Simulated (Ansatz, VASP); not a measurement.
## One calculation of As, two programs

File INCAR:

```
PREC = Accurate ; ENCUT = 520
EDIFF = 1E-8 ; ISMEAR = -1
SIGMA = 0.05 ; LREAL = False
LASPH = True ; NELM = 60
ALGO = Normal ; ISIF = 2
LWAVE = False ; LCHARG = False
GGA = PE ; LEFG = True
NBANDS = 12
```

Contents of KPOINTS:

```
Automatic mesh
0
Gamma
  6 6 6
```

Contents of POSCAR:

```
As
1.0
    1.8797494575      1.0852738553      3.4857700000
   -1.8797494575      1.0852738553      3.4857700000
    0.0000000000     -2.1705477106      3.4857700000
As
2
Direct
    0.2275400000      0.2275400000      0.2275400000
    0.7724600000      0.7724600000      0.7724600000
```

Input for Ansatz:

```yaml
crystal:
  lattice:
    - [1.8797494575, 1.0852738553, 3.48577]
    - [-1.8797494575, 1.0852738553, 3.48577]
    - [0.0, -2.1705477106, 3.48577]
  atoms:
    - { symbol: As, position: [0.22754, 0.22754, 0.22754] }
    - { symbol: As, position: [0.77246, 0.77246, 0.77246] }
kpoints:
  mp_grid: { grid: [6, 6, 6] }
scf:
  occupations: { method: fermi_dirac, width: 0.05 }
hamiltonian:
  xc: pbe
  pseudopotentials: { kind: paw }
output:
  forces: true
  stress: true
  eigenvalues: true
  efg: { contact_densities: true }
  write_density: true
  write_potential: true
  elf: true
  volumetric_format: npy
```

Alike in both runs: task electric field gradients; functional PBE; k mesh 6 × 6 × 6; occupations fermi-dirac, width 0.05 eV; no spin polarisation.

|  | VASP | Ansatz |
| --- | --- | --- |
| version | VASP 6.6.1 | Ansatz 0.2.0 |
| potentials or method | VASP PAW PBE potentials, release 64 (As) | PAW with Ansatz's default frozen-core files, scalar-relativistic |
| plane-wave cutoff (eV) | 520 | 420 |
| valence electrons in the cell | 10 | 30 |

|  | VASP | Ansatz | Ansatz less VASP |
| --- | --- | --- | --- |
| pressure (GPa) | 3.8 | 3.5 | -0.30 |
| largest component of the traceless stress (GPa) | 1.08 | 1.00 | -0.079 |
| rms of the force components (eV/Å) | 0.095 | 0.063 | -0.0321 |
| Vzz of the field gradient on the site that differs most (V/Å²) | -45.5 | -48.6 | -3.11 |

Atom by atom the forces differ by 0.032 eV/Å (rms over components). The two sets of potentials don't hold the same shells in valence.
